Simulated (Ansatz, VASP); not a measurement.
# Cross-check of GaAs between VASP and Ansatz, part 2 of 2

Wanted: the spread between two codes on one cell, functional and k mesh. The cell is taken from a series of runs on this material, whose earlier steps may have relaxed, scaled, displaced or heated it; both programs get it as it stands.

VASP 6.6.1 and Ansatz 0.2.0.

So far. Step 2 (Ansatz: single point, r2SCAN, spin-orbit coupling, pair …): The run ends at a pressure of -0.81 GPa. Step 3 (VASP: single point, r2SCAN, spin-orbit coupling, pair 1): The run ends at a pressure of -0.69 GPa.

## Step 5: VASP: single point, r2SCAN, spin-orbit coupling, pair 2

Level of this step: r2SCAN, spin-orbit coupling; plane waves and PAW (Ga_d, As) (VASP).

With cell and atoms fixed, the geometry can't cause a difference; cores, projectors, grids and the points listed under the comparison can. The cell compared in this pair holds 46.23 Å³, against 45.97 Å³ for the pair before.

Contents of INCAR:

```
SYSTEM = GaAs
PREC = Accurate
ENCUT = 550
EDIFF = 1E-06
NELM = 200
ISMEAR = 0
SIGMA = 0.02
LREAL = .FALSE.
ALGO = Normal
METAGGA = R2SCAN
LASPH = .TRUE.
LNONCOLLINEAR = .TRUE.
MAGMOM = 0 0 0 0 0 0
NBANDS = 30
GGA_COMPAT = .FALSE.
LSORBIT = .TRUE.
LORBIT = 11
LWAVE = .FALSE.
LCHARG = .FALSE.
ISIF = 2
EFERMI = MIDGAP
LMIXTAU = .TRUE.
KPAR = 2
```

Contents of POSCAR:

```
GaAs
1.0
    0.0000000000      2.8749634002      2.7963594367
    2.8749634002      0.0000000000      2.7963594367
    2.8749634002      2.8749634002      0.0000000000
Ga As
1 1
Direct
    0.0000000000      0.0000000000      0.0000000000
    0.7500000000      0.7500000000      0.7500000000
```

Contents of KPOINTS:

```
Automatic mesh
0
Gamma
6 6 6
0 0 0
```

The projector-augmented-wave data sets are Ga_d and As (PBE family, release 64).

Started as:

```
$ mpirun -np 2 vasp_ncl
```

Numbers of over 12 decimals in the logs are rounded to 6 here.

The log of the run:

```text
[banner, memory and clock lines left out]
running    2 mpi-ranks, on    1 nodes
[...]
[... a notice as in an earlier step ...]

 LDA part: xc-table for (None), standard interpolation
 POSCAR, INCAR and KPOINTS ok, starting setup
[...]
entering main loop
       N       E                     dE             d eps       ncg     rms          rms(c)
DAV:   1     0.116455467719E+03    0.11646E+03   -0.88197E+03  2720   0.180E+03
DAV:   2    -0.109609149980E+02   -0.12742E+03   -0.12030E+03  2630   0.465E+02
DAV:   3    -0.285147398602E+02   -0.17554E+02   -0.17322E+02  2876   0.120E+02
DAV:   4    -0.291262533324E+02   -0.61151E+00   -0.61013E+00  2920   0.242E+01
[...]
DAV:  17    -0.270458778694E+02   -0.48911E-05   -0.35520E-06  2312   0.227E-02    0.157E-03
DAV:  18    -0.270458807683E+02   -0.28989E-05   -0.71477E-07  2352   0.106E-02    0.902E-04
DAV:  19    -0.270458809123E+02   -0.14400E-06   -0.34477E-08  1620   0.226E-03
   1 F= -.27045881E+02 E0= -.27045881E+02  d E =-.148905-112  mag=     0.0000     0.0000    -0.0000
```

From OUTCAR (step 5):

```text
  Total       -0.4834323     -0.4834323      0.0337757      0.0000000      0.0000000      0.0000000
  in kB      -16.7555477    -16.7555477      1.1706495      0.0000000      0.0000000      0.0000000
  external PRESSURE =     -10.7801487 kB  Pullay stress =       0.0000000 kB

 POSITION                                       TOTAL-FORCE (eV/Angst)
 -----------------------------------------------------------------------------------
      0.00000      0.00000      0.00000        -0.000000      0.000000     -0.000000
      4.31245      4.31245      4.19454         0.000000     -0.000000      0.000000
 -----------------------------------------------------------------------------------
    total drift:                               -0.000000     -0.000000      0.000002

  FREE ENERGIE OF THE ION-ELECTRON SYSTEM (eV)
  ---------------------------------------------------
  free  energy   TOTEN  =       -27.0458809123 eV

  energy  without entropy=      -27.0458809123  energy(sigma->0) =      -27.04588091

 magnetization (x)
# of ion       s       p       d       tot
------------------------------------------
    1       -0.000  -0.000   0.000  -0.000
    2       -0.000   0.000   0.000   0.000
--------------------------------------------------
tot         -0.000  -0.000   0.000  -0.000

 magnetization (y)
# of ion       s       p       d       tot
------------------------------------------
    1        0.000   0.000   0.000   0.000
    2        0.000   0.000  -0.000  -0.000
--------------------------------------------------
tot          0.000   0.000  -0.000   0.000

 magnetization (z)
# of ion       s       p       d       tot
------------------------------------------
    1        0.000  -0.000   0.000   0.000
    2       -0.000  -0.000   0.000  -0.000
--------------------------------------------------
tot          0.000  -0.000   0.000  -0.000

[... 1 part as in an earlier step ...]

[... 2 further parts left out ...]
[key lines of the parts left out:]
E-fermi :   3.9618
```

The run ends at a pressure of -1.08 GPa.

## Step 6: Ansatz: single point, r2SCAN, spin-orbit coupling, pair 2

The same cell, functional, mesh and smearing now go to Ansatz, which takes its cutoff from its data sets.

The cell is taken from a series of runs on this material, whose earlier steps may have relaxed, scaled, displaced or heated it; both programs get it as it stands.

Contents of input.yaml:

```yaml
crystal:
  lattice:
    - [0.0, 2.8749634002, 2.7963594367]
    - [2.8749634002, 0.0, 2.7963594367]
    - [2.8749634002, 2.8749634002, 0.0]
  atoms:
    - { symbol: Ga, position: [0.0, 0.0, 0.0] }
    - { symbol: As, position: [0.75, 0.75, 0.75] }
kpoints:
  mp_grid: { grid: [6, 6, 6] }
hamiltonian:
  xc: r2scan
  pseudopotentials: { kind: paw_fr, azcp: { folder: soft_1 } }
scf:
  occupations: { method: gaussian, width: 0.02 }
output:
  forces: true
  stress: true
  eigenvalues: true
magnetization:
  noncollinear: true
  spin_orbit: true
```

Started as:

```
$ ansatz run input.yaml --threads 4 --pin off --max-ram 16384MiB --backend cpu --events-out ev --progress --plain --runs-dir out
```

The log of the run:

```text
[...]
Crystal: 2 atoms, lattice volume = 46.226 Å³
Basis set: ecut = 500 eV, 1211 PW (Γ), exchange–correlation on 120×120×120 points (64 copies of the dense FFT grid, shifted against one another)
Bands: 36, of which v1, the nominal top of the filled ones, is band 28 counted from 1 (27 counted from 0)
Symmetry: 8 space group operations + 8 with time reversal
[...]
k-point 0: bands = [... 24 lower, 7.4334, 7.4334, 7.5516, 7.5516, 8.2109, 8.2109, 11.2951, 11.2951, ... 4 higher]
  k-point 1: bands = [... 24 lower, 6.8738, 6.8761, 7.1238, 7.1277, 9.2984, 9.2998, 11.8940, 11.9053, ... 4 higher]
  k-point 2: bands = [... 24 lower, 6.3057, 6.3067, 6.5877, 6.5904, 8.8917, 8.8923, 12.3363, 12.3363, ... 4 higher]
  k-point 29: bands = [... 24 lower, 4.5207, 4.5207, 4.6033, 4.6033, 9.0654, 9.0654, 9.1650, 9.1650, ... 4 higher]
[key lines of the parts left out:]
SCF converged after 7 iterations
Magnetization: |M| = 0.0000 μB,  M = (+0.0000, +0.0000, +0.0000) μB
Free energy (F): -8650.267832 eV
Fermi energy:    7.881226 eV
P = ⅓ Tr σ = -1.1956 GPa (-11.956 kbar)
```

The run ends at a pressure of -1.20 GPa.

## Step 7: Differences

What differs besides the data sets and the points named for the pairs above, as far as they apply: the data sets hold 28 valence electrons in Ansatz (on its PAW fully relativistic soft_1 files) and 18 in VASP. Total energies have different zeros and are not compared.

Compared:

```
              quantity  Ansatz   VASP  difference
        pressure (GPa)   -1.20  -1.08       -0.12
gap on the k mesh (eV)   0.659  0.633      +0.026
```

A gap on the mesh is an upper bound, since the band edges may lie between its points.

## Step 8: VASP: single point, r2SCAN, spin-orbit coupling, pair 3

With cell and atoms fixed, the geometry can't cause a difference; cores, projectors, grids and the points listed under the comparison can. The cell compared in this pair holds 46.48 Å³, against 46.23 Å³ for the pair before.

INCAR is that of step 5.

Contents of POSCAR:

```
GaAs
1.0
    0.0000000000      2.8891257815      2.7839409804
    2.8891257815      0.0000000000      2.7839409804
    2.8891257815      2.8891257815      0.0000000000
Ga As
1 1
Direct
    0.0000000000      0.0000000000      0.0000000000
    0.7500000000      0.7500000000      0.7500000000
```

KPOINTS is that of step 5.

Started as:

```
$ mpirun -np 2 vasp_ncl
```

The log of the run:

```text
[... set-up lines as in an earlier step ...]
 entering main loop
       N       E                     dE             d eps       ncg     rms          rms(c)
DAV:   1     0.117605330569E+03    0.11761E+03   -0.88241E+03  2694   0.177E+03
DAV:   2    -0.106372125627E+02   -0.12824E+03   -0.12111E+03  2628   0.472E+02
DAV:   3    -0.285021478858E+02   -0.17865E+02   -0.17647E+02  2854   0.122E+02
DAV:   4    -0.291230209588E+02   -0.62087E+00   -0.61959E+00  3004   0.245E+01
[...]
DAV:  17    -0.270401788611E+02   -0.51672E-05   -0.34714E-06  2288   0.225E-02    0.156E-03
DAV:  18    -0.270401815745E+02   -0.27135E-05   -0.66954E-07  2354   0.103E-02    0.997E-04
DAV:  19    -0.270401817050E+02   -0.13052E-06   -0.32004E-08  1584   0.214E-03
   1 F= -.27040182E+02 E0= -.27040182E+02  d E =-.263610E-89  mag=     0.0000    -0.0000     0.0000
```

From OUTCAR (step 8):

```text
  Total       -0.6454628     -0.6454628      0.0320408      0.0000000      0.0000000      0.0000000
  in kB      -22.2514792    -22.2514792      1.1045647      0.0000000      0.0000000      0.0000000
  external PRESSURE =     -14.4661313 kB  Pullay stress =       0.0000000 kB

 POSITION                                       TOTAL-FORCE (eV/Angst)
 -----------------------------------------------------------------------------------
      0.00000      0.00000      0.00000         0.000000      0.000000      0.000000
      4.33369      4.33369      4.17591        -0.000000     -0.000000     -0.000000
 -----------------------------------------------------------------------------------
    total drift:                               -0.000000     -0.000000      0.000002

  FREE ENERGIE OF THE ION-ELECTRON SYSTEM (eV)
  ---------------------------------------------------
  free  energy   TOTEN  =       -27.0401817050 eV

  energy  without entropy=      -27.0401817050  energy(sigma->0) =      -27.04018171

 magnetization (x)
# of ion       s       p       d       tot
------------------------------------------
    1       -0.000  -0.000  -0.000  -0.000
    2        0.000   0.000  -0.000   0.000
--------------------------------------------------
tot         -0.000  -0.000  -0.000  -0.000

 magnetization (y)
# of ion       s       p       d       tot
------------------------------------------
    1        0.000   0.000   0.000   0.000
    2       -0.000   0.000   0.000  -0.000
--------------------------------------------------
tot         -0.000   0.000   0.000  -0.000

[... 2 parts as in an earlier step ...]

[... 2 further parts left out ...]
[key lines of the parts left out:]
E-fermi :   3.9012
```

The run ends at a pressure of -1.45 GPa.

## Step 9: Ansatz: single point, r2SCAN, spin-orbit coupling, pair 3

The same cell, functional, mesh and smearing now go to Ansatz, which takes its cutoff from its data sets.

The cell is taken from a series of runs on this material, whose earlier steps may have relaxed, scaled, displaced or heated it; both programs get it as it stands.

input.yaml, the sections that differ from step 6:

```yaml
crystal:
  lattice:
    - [0.0, 2.8891257815, 2.7839409804]
    - [2.8891257815, 0.0, 2.7839409804]
    - [2.8891257815, 2.8891257815, 0.0]
  atoms:
    - { symbol: Ga, position: [0.0, 0.0, 0.0] }
    - { symbol: As, position: [0.75, 0.75, 0.75] }
# kpoints, hamiltonian, scf, output, magnetization: as in step 6
```

Started as:

```
$ ansatz run input.yaml --threads 4 --pin off --max-ram 16384MiB --backend cpu --events-out ev --progress --plain --runs-dir out
```

The log of the run:

```text
[...]
Crystal: 2 atoms, lattice volume = 46.475 Å³
Basis set: ecut = 500 eV, 1211 PW (Γ), exchange–correlation on 120×120×120 points (64 copies of the dense FFT grid, shifted against one another)
Bands: 36, of which v1, the nominal top of the filled ones, is band 28 counted from 1 (27 counted from 0)
Symmetry: 8 space group operations + 8 with time reversal
[...]
k-point 0: bands = [... 24 lower, 7.3469, 7.3469, 7.5063, 7.5063, 8.0939, 8.0939, 11.2196, 11.2196, ... 4 higher]
  k-point 1: bands = [... 24 lower, 6.7934, 6.7960, 7.0711, 7.0754, 9.2009, 9.2031, 11.8043, 11.8201, ... 4 higher]
  k-point 2: bands = [... 24 lower, 6.2195, 6.2206, 6.5488, 6.5517, 8.7971, 8.7979, 12.2446, 12.2447, ... 4 higher]
  k-point 29: bands = [... 24 lower, 4.4313, 4.4313, 4.5134, 4.5134, 8.9690, 8.9690, 9.0374, 9.0374, ... 4 higher]
[key lines of the parts left out:]
SCF converged after 7 iterations
Magnetization: |M| = 0.0000 μB,  M = (+0.0000, +0.0000, +0.0000) μB
Free energy (F): -8650.261954 eV
Fermi energy:    7.800052 eV
P = ⅓ Tr σ = -1.5612 GPa (-15.612 kbar)
```

The run ends at a pressure of -1.56 GPa.

## Step 10: Side by side

What differs besides the data sets and the points named for the pairs above, as far as they apply: the data sets hold 28 valence electrons in Ansatz (on its PAW fully relativistic soft_1 files) and 18 in VASP. Total energies have different zeros and are not compared.

Both answers:

```
              quantity  Ansatz   VASP  difference
        pressure (GPa)   -1.56  -1.45       -0.11
gap on the k mesh (eV)   0.588  0.562      +0.026
```

A gap on the mesh is an upper bound, since the band edges may lie between its points.

## Step 11: Results

```
difference in gap on the k mesh (single point, r2SCAN, spin-orbit coupling, pair 1) : 0.026 eV
difference in gap on the k mesh (single point, r2SCAN, spin-orbit coupling, pair 2) : 0.026 eV
difference in gap on the k mesh (single point, r2SCAN, spin-orbit coupling, pair 3) : 0.026 eV
```

**Reading.** The difference in gap on the k mesh is 0.026 eV (single point, r2SCAN, spin-orbit coupling, pair 1), within the 0.08 eV picked in this series as the mark of a large difference. The data sets hold unlike numbers of valence electrons (28 in Ansatz and 18 in VASP), so part of the differences may come from the potentials. How closely two codes agree says nothing of how well the functional describes the real material.

[Lines on the potential files, build, host, timing and source positions are cut from VASP's logs without a mark.]

[Logs are printed without paths, hosts, clocks, repeated set-up lines and the standing remarks that a program may print on its own settings, such as how far it seeks lower states.]

[Hosts, paths, dates, database ids (printed as entryN), source tags and the programs' standing remarks are cut or masked in the printed files.]
